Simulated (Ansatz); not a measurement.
# GaN: the gap under pressure

GaN, P6_3mc, a = 3.218 Å, c = 5.243 Å. Ansatz: PBE, PAW, 420 eV, Γ-centred 12×12×6 mesh on 4 atoms, Gaussian smearing 0.02 eV; no spin polarisation. Cell and atoms are relaxed at each pressure, and no other structure is tried; the real crystal is known to change phase within this range, so the rows at high pressure are metastable. The gap is sought over the whole zone. The pressures are the targets, met within 0.07 GPa.

| P (GPa) | gap y (eV) |
| --- | --- |
| -3.0 | ? |
| 0.0 | 1.710 |
| 3.0 | 1.824 |
| 8.0 | 1.991 |
| 15.0 | 2.200 |
| 30.0 | 2.574 |
| 60.0 | 3.131 |

Fit y = E0 + αP + βP² to the other rows and predict the missing gap.

Least squares on the rows shown. y = 1.7207 + 0.034101 P − 0.00017714 P². So α = 34.1 meV/GPa, but the rows at 0 and 3 GPa alone give 38 meV/GPa, so the parabola doesn't give the slope at zero pressure. With a term in P³ added, the coefficient of P becomes 0.03752, 10 % more, which shows how far this figure hangs on the form. At P = -3.0 the fit asked for gives 1.617 eV. The run gave 1.588 eV, so the fit is 0.029 eV too high, 1.9 % of the span of the series, against an rms of 0.008 eV on the fitted rows. The row lies outside the fitted range. With a term in P³ added, a fit to the same known rows predicts 1.596 eV, so most of the miss is curvature that the known rows already hold.

Semilocal functionals give gaps under the measured ones; changes of the gap mostly carry over better.